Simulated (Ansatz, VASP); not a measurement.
## One calculation of C, two programs

```xyz
12
Lattice="2.5221 0.0000 0.0000 -1.2611 2.1842 0.0000 0.0000 0.0000 12.3557" Properties=species:S:1:pos:R:3 pbc="T T T"
C     0.0000    0.0000    2.3084
C     0.0000    0.0000    8.4862
C     0.0000    0.0000    3.8695
C     0.0000    0.0000   10.0473
C     0.0000    1.4561    6.4339
C     1.2611    0.7281    0.2561
C     0.0000    1.4561   12.0996
C     1.2611    0.7281    5.9218
C     0.0000    1.4561    7.9707
C     1.2611    0.7281    1.7928
C     0.0000    1.4561   10.5629
C     1.2611    0.7281    4.3850
```

Alike in both runs: task electric field gradients; functional r2SCAN; k mesh 14 × 14 × 3; occupations fermi-dirac, width 0.05 eV; no spin polarisation.

|  | VASP | Ansatz |
| --- | --- | --- |
| version | VASP 6.6.1 | Ansatz 0.2.0 |
| potentials or method | VASP PAW PBE potentials, release 64 (C) | plane-wave PAW, scalar-relativistic |
| plane-wave cutoff (eV) | 520 | 500 |
| valence electrons in the cell | 48 | 48 |

VASP gave:

* gap on the k mesh at the Fermi level (eV): 4.59
* pressure (GPa): -1.0
* largest component of the traceless stress (GPa): 5.53
* rms of the force components (eV/Å): 0.011
* Vzz of the field gradient on the site that differs most (V/Å²): 2.4

Which values does Ansatz return?

gap on the k mesh at the Fermi level (eV): 4.62; pressure (GPa): -2.1; largest component of the traceless stress (GPa): 5.51; rms of the force components (eV/Å): 0.012; Vzz of the field gradient on the site that differs most (V/Å²): 2.1.

Atom by atom the forces differ by 0.001 eV/Å (rms over components).

Caveats: the PAW data sets were made with another functional, which shifts forces and pressure a little (VASP); an odd mesh through Γ misses points on the zone boundary, where band edges often lie. r2SCAN opens gaps a little over a GGA but as a rule still falls short of measured ones.
